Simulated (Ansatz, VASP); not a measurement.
Two plane-wave programs on Cs2AgBiBr6

INCAR

```
PREC = Accurate
ENCUT = 600
EDIFF = 1E-7
ISMEAR = -1
SIGMA = 0.05
LREAL = F
LASPH = T
NELM = 80
ALGO = Normal
ISIF = 3
LWAVE = F
LCHARG = F
GGA = PS
IVDW = 13
IBRION = 2
NSW = 60
EDIFFG = -0.02
```

File KPOINTS:

```
regular mesh
0
Gamma
  3 3 3
```

POSCAR

```
Cs2AgBiBr6
1.0
    0.0000000000      5.6161000000      5.6161000000
    5.6161000000      0.0000000000      5.6161000000
    5.6161000000      5.6161000000      0.0000000000
Bi Cs Ag Br
1 2 1 6
Direct
    0.0000000000      0.0000000000      0.0000000000
    0.7500000000      0.7500000000      0.7500000000
    0.2500000000      0.2500000000      0.2500000000
    0.5000000000      0.5000000000      0.5000000000
    0.7494500000      0.7494500000      0.2505500000
    0.2505500000      0.2505500000      0.7494500000
    0.7494500000      0.2505500000      0.2505500000
    0.7494500000      0.2505500000      0.7494500000
    0.2505500000      0.7494500000      0.7494500000
    0.2505500000      0.7494500000      0.2505500000
```

The input input.yaml:

```yaml
crystal:
  lattice:
    - [0.0, 5.6161, 5.6161]
    - [5.6161, 0.0, 5.6161]
    - [5.6161, 5.6161, 0.0]
  atoms:
    - { symbol: Bi, position: [0.0, 0.0, 0.0] }
    - { symbol: Cs, position: [0.75, 0.75, 0.75] }
    - { symbol: Cs, position: [0.25, 0.25, 0.25] }
    - { symbol: Ag, position: [0.5, 0.5, 0.5] }
    - { symbol: Br, position: [0.74945, 0.74945, 0.25055] }
    - { symbol: Br, position: [0.25055, 0.25055, 0.74945] }
    - { symbol: Br, position: [0.74945, 0.25055, 0.25055] }
    - { symbol: Br, position: [0.74945, 0.25055, 0.74945] }
    - { symbol: Br, position: [0.25055, 0.74945, 0.74945] }
    - { symbol: Br, position: [0.25055, 0.74945, 0.25055] }
hamiltonian:
  xc: pbesol
  pseudopotentials: { kind: paw }
  dispersion: d4
kpoints:
  mp_grid: { grid: [3, 3, 3] }
scf:
  occupations: { method: fermi_dirac, width: 0.05 }
output:
  forces: true
  stress: true
  eigenvalues: true
relax:
  f_tol: 0.01
  max_steps: 40
  cell: { stress_tol: 0.05 }
```

Alike in both runs: task relaxation of cell and atoms; functional PBEsol; dispersion D4; k mesh 3 × 3 × 3; occupations fermi-dirac, width 0.05 eV; no spin polarisation.

```csv
,VASP,Ansatz
version,VASP 6.6.1,Ansatz 0.2.0
potentials or method,"VASP PAW PBE potentials, release 64 (Bi_d, Cs_sv, Ag, Br)",Ansatz PAW
plane-wave cutoff (eV),600,420
valence electrons in the cell,86,94
```

|  | VASP | Ansatz | Ansatz less VASP |
| --- | --- | --- | --- |
| gap on the k mesh at the Fermi level, each at its own relaxed structure (eV) | 1.74 | 1.74 | 0.000 |
| relaxed volume (Å³/atom) | 34.19 | 34.21 | +0.024 |
| relaxed cell length with the largest relative difference (Å) | 7.848 | 7.850 | +0.0019 |
| energy change over the relaxation (meV/atom) | -7 | -7 | 0.0 |

The two sets of potentials don't hold the same shells in valence.

Caveats: spin-orbit coupling is left out, which as a rule narrows the gap of such compounds by several tenths of an eV; the PAW data sets were made with another functional, which shifts forces and pressure a little (VASP); an odd mesh through Γ misses points on the zone boundary, where band edges often lie (VASP); odd divisions of the mesh miss points on the zone boundary, where band edges often lie, so the gap on the mesh can be too wide (Ansatz); the plane-wave basis is chosen anew once the cell has moved, so the energies of steps on either side of that aren't comparable (Ansatz); the PAW data sets come from PBE, with cores solved anew for the run's functional, which leaves a small shift of forces and pressure (Ansatz). A hybrid or GW would open this gap; PBEsol tends to underestimate it.
